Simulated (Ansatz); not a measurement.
# LiH (Fm-3m) in Ansatz: single point with r2SCAN50+D3(BJ)

Aim: the single point of LiH with r2SCAN50+D3(BJ).

All numbers are computed with Ansatz 0.2.0; they aren't measurements. Logs are shortened: lines on timing, memory, paths and dates and some standing lists are left out, and cuts for length are marked.

## Step 1: The crystal as given

The structure is cubic, space group Fm-3m (No. 225). Conventional cell: a = 4.074 Å, b = 4.074 Å, c = 4.074 Å, α = 90.00°, β = 90.00°, γ = 90.00°. Li (site symmetry m-3m) is surrounded by 6 H at 2.04 Å. H (site symmetry m-3m) has 6 Li at 2.04 Å as nearest neighbours.

## Step 2: Single point, r2SCAN50+D3(BJ)

File run.py:

```python
import json

import ase.io
import numpy as np
import spglib

import ansatz as az

atoms = ase.io.read("LiH.cif")
cell, frac, numbers = spglib.find_primitive((atoms.cell[:], atoms.get_scaled_positions(), atoms.numbers), symprec=1e-5)
atoms = ase.Atoms(numbers, cell=cell, scaled_positions=frac, pbc=True)

calculation = (
    az.Crystal.from_ase(atoms)
    .calculation()
    .kpoints(7, 7, 7)
    .functional("r2scan50", dispersion="d3bj")
    .pseudopotentials(kind="nc", accuracy="stringent")
    .occupations(method="gaussian", width=0.02)
    .forces()
    .stress()
    .band_table(publish=True)
)
outcome = calculation.run(threads=2, events_out="events.jsonl")

report = outcome.report
for line in open("events.jsonl"):
    event = json.loads(line)
    if event["event"] == "scf_iter":
        d = event["data"]
        print(f"SCF {d['iter']:3d}  HF = {d['harris_foulkes_ev']:.6f} eV  dr2 = {d['dr2_ev']:.2e} eV")
    elif event["event"] in ("relax_step", "md_step"):
        d = event["data"]
        print(f"{event['event']} {d['step']:3d}  E = {d['lagrangian_ev']:.6f} eV")
np.set_printoptions(precision=5, suppress=True, linewidth=110)
print("converged:", report["converged"], "after", report["n_iterations"], "iterations")
print(f"free energy {report['free_energy_ev']:.6f} eV, Fermi level {report['fermi_energy_ev']:.4f} eV")
for key in ("band_edges_ev", "magnetization_mub", "site_moments_mub", "site_moments_nc_mub", "forces_ev_ang",
                "stress_gpa"):
    if report.get(key) is not None:
        print(key, np.array(report[key]), sep="\n")
```

File LiH.cif:

```cif
data_LiH
_cell_length_a 4.07350000
_cell_length_b 4.07350000
_cell_length_c 4.07350000
_cell_angle_alpha 90.00000000
_cell_angle_beta 90.00000000
_cell_angle_gamma 90.00000000
_space_group_name_H-M_alt 'Fm-3m'
_space_group_name_Hall '-F 4 2 3'
_space_group_IT_number 225
loop_
_space_group_symop_operation_xyz
'x,y,z'
'-x,-y,-z'
'-y,x,z'
'y,-x,-z'
'-x,-y,z'
'x,y,-z'
'y,-x,z'
'-y,x,-z'
'x,-y,-z'
'-x,y,z'
'-y,-x,-z'
'y,x,z'
'-x,y,-z'
'x,-y,z'
'y,x,-z'
'-y,-x,z'
'z,x,y'
'-z,-x,-y'
'z,-y,x'
'-z,y,-x'
'z,-x,-y'
'-z,x,y'
'z,y,-x'
'-z,-y,x'
'-z,x,-y'
'z,-x,y'
'-z,-y,-x'
'z,y,x'
'-z,-x,y'
'z,x,-y'
'-z,y,x'
'z,-y,-x'
'y,z,x'
'-y,-z,-x'
'x,z,-y'
'-x,-z,y'
'-y,z,-x'
'y,-z,x'
'-x,z,y'
'x,-z,-y'
'-y,-z,x'
'y,z,-x'
'-x,-z,-y'
'x,z,y'
'y,-z,-x'
'-y,z,x'
'x,-z,y'
'-x,z,-y'
'x,y+1/2,z+1/2'
'-x,-y+1/2,-z+1/2'
'-y,x+1/2,z+1/2'
'y,-x+1/2,-z+1/2'
[... 63 lines left out ...]
'-z+1/2,y,-x+1/2'
'z+1/2,-x,-y+1/2'
'-z+1/2,x,y+1/2'
'z+1/2,y,-x+1/2'
'-z+1/2,-y,x+1/2'
'-z+1/2,x,-y+1/2'
'z+1/2,-x,y+1/2'
'-z+1/2,-y,-x+1/2'
'z+1/2,y,x+1/2'
'-z+1/2,-x,y+1/2'
'z+1/2,x,-y+1/2'
'-z+1/2,y,x+1/2'
'z+1/2,-y,-x+1/2'
'y+1/2,z,x+1/2'
'-y+1/2,-z,-x+1/2'
'x+1/2,z,-y+1/2'
'-x+1/2,-z,y+1/2'
'-y+1/2,z,-x+1/2'
'y+1/2,-z,x+1/2'
'-x+1/2,z,y+1/2'
'x+1/2,-z,-y+1/2'
'-y+1/2,-z,x+1/2'
'y+1/2,z,-x+1/2'
'-x+1/2,-z,-y+1/2'
'x+1/2,z,y+1/2'
'y+1/2,-z,-x+1/2'
'-y+1/2,z,x+1/2'
'x+1/2,-z,y+1/2'
'-x+1/2,z,-y+1/2'
'x+1/2,y+1/2,z'
'-x+1/2,-y+1/2,-z'
'-y+1/2,x+1/2,z'
'y+1/2,-x+1/2,-z'
'-x+1/2,-y+1/2,z'
'x+1/2,y+1/2,-z'
'y+1/2,-x+1/2,z'
'-y+1/2,x+1/2,-z'
'x+1/2,-y+1/2,-z'
'-x+1/2,y+1/2,z'
'-y+1/2,-x+1/2,-z'
'y+1/2,x+1/2,z'
'-x+1/2,y+1/2,-z'
'x+1/2,-y+1/2,z'
'y+1/2,x+1/2,-z'
'-y+1/2,-x+1/2,z'
'z+1/2,x+1/2,y'
'-z+1/2,-x+1/2,-y'
'z+1/2,-y+1/2,x'
'-z+1/2,y+1/2,-x'
'z+1/2,-x+1/2,-y'
'-z+1/2,x+1/2,y'
'z+1/2,y+1/2,-x'
'-z+1/2,-y+1/2,x'
'-z+1/2,x+1/2,-y'
'z+1/2,-x+1/2,y'
'-z+1/2,-y+1/2,-x'
'z+1/2,y+1/2,x'
'-z+1/2,-x+1/2,y'
'z+1/2,x+1/2,-y'
'-z+1/2,y+1/2,x'
'z+1/2,-y+1/2,-x'
'y+1/2,z+1/2,x'
'-y+1/2,-z+1/2,-x'
'x+1/2,z+1/2,-y'
'-x+1/2,-z+1/2,y'
'-y+1/2,z+1/2,-x'
'y+1/2,-z+1/2,x'
'-x+1/2,z+1/2,y'
'x+1/2,-z+1/2,-y'
'-y+1/2,-z+1/2,x'
'y+1/2,z+1/2,-x'
'-x+1/2,-z+1/2,-y'
'x+1/2,z+1/2,y'
'y+1/2,-z+1/2,-x'
'-y+1/2,z+1/2,x'
'x+1/2,-z+1/2,y'
'-x+1/2,z+1/2,-y'
loop_
_atom_site_label
_atom_site_type_symbol
_atom_site_symmetry_multiplicity
_atom_site_Wyckoff_symbol
_atom_site_fract_x
_atom_site_fract_y
_atom_site_fract_z
_atom_site_occupancy
Li1 Li 4 a 0.0000000000 0.0000000000 0.0000000000 1
H1 H 4 b 0.5000000000 0.0000000000 0.0000000000 1
```

Potentials or basis: PseudoDojo stringent.

Run with:

```console
$ python run.py
```

Log:

```text
DeckWarning: basis.ecutwfc = 1306.14654 eV, auto-derived from the records' recommended cutoffs: set by Li (normal level)
DeckWarning: hamiltonian.xc reads the kinetic-energy density τ on the library's norm-conserving files, and those of Li, H were made for PBE. This build holds files of Li, H that were made for r²SCAN, which a deck under this functional can read where it names no table (hamiltonian.pseudopotentials.accuracy or source), types no xc_functional and has no exact exchange, max_exx_coeff or level of output.embedding that keeps them out.  [...]
DeckWarning: the engine holds no damping parameters fitted to this dispersion correction and functional, so the run takes those fitted to r2scan50 beside the three-body term, which d3bj leaves out (hamiltonian.dispersion, under Limitations)
DeckWarning: output.stress: scf.convergence.dr2_threshold = 1e-7 eV (the SCF's general default) is looser than the 2e-10 eV advised for a printed stress (1e-10 eV for each atom of the cell: 2). What an SCF threshold leaves in a stress goes as its square root, and in the free energy as the threshold itself, and one threshold admits the most on a small cell: of the crystals measured, under no hybrid functional and no lock of the mo [...]
DeckWarning: output.stress: scf.exx.energy_threshold = 1e-6 eV is looser than the 2e-8 eV advised for a stress under a hybrid functional (1e-8 eV for each atom of the cell: 2). Every SCF of the exchange loop can meet its threshold on dr2 while the loop round them stops early: no threshold on dr2 bounds what that leaves in the stress. Set scf.exx.energy_threshold to 2e-8 eV or tighter. The threshold is the loop's pass mark: a loop [...]
PlacementWarning: RAYON_NUM_THREADS=2 ignored (pool sized by the plan → 2); use plan(threads=…)
SCF   1  HF = -216.475601 eV  dr2 = 4.99e-01 eV
SCF   2  HF = -216.430172 eV  dr2 = 8.19e-02 eV
SCF   3  HF = -216.432389 eV  dr2 = 3.97e-04 eV
SCF   1  HF = -216.610942 eV  dr2 = 1.23e-03 eV
SCF   2  HF = -216.610627 eV  dr2 = 4.37e-04 eV
SCF   3  HF = -216.612345 eV  dr2 = 2.08e-05 eV
SCF   4  HF = -216.612385 eV  dr2 = 1.40e-06 eV
SCF   1  HF = -216.612396 eV  dr2 = 3.55e-07 eV
SCF   2  HF = -216.612396 eV  dr2 = 1.33e-07 eV
SCF   3  HF = -216.612396 eV  dr2 = 9.84e-08 eV
SCF   4  HF = -216.612396 eV  dr2 = 1.15e-08 eV
converged: True after 11 iterations
free energy -216.612396 eV, Fermi level 1.6420 eV
band_edges_ev
[-1.95702  5.24101]
magnetization_mub
0.0
forces_ev_ang
[[-0.  0.  0.]
 [ 0. -0. -0.]]
stress_gpa
[[-4.28311  0.       0.     ]
 [-0.      -4.28311  0.     ]
 [ 0.       0.      -4.28311]]
```

Wall time 24 s (2 threads of Arm Neoverse V1, shared host); peak memory 1.2 GiB.

Results:

| Item | Value |
| --- | --- |
| Free energy | -216.6124 eV |
| Pressure | -4.3 GPa |
| Band gap on the k mesh | 7.20 eV, direct |

Caveat: the meta-GGA runs on potentials made for a GGA; odd divisions of the mesh miss points on the zone boundary, where band edges often lie, so the gap on the mesh can be too wide; the potentials were made for another functional, which shifts forces and pressure; the dispersion damping was fitted for another functional or another form of the correction; the thresholds are loose for stress.
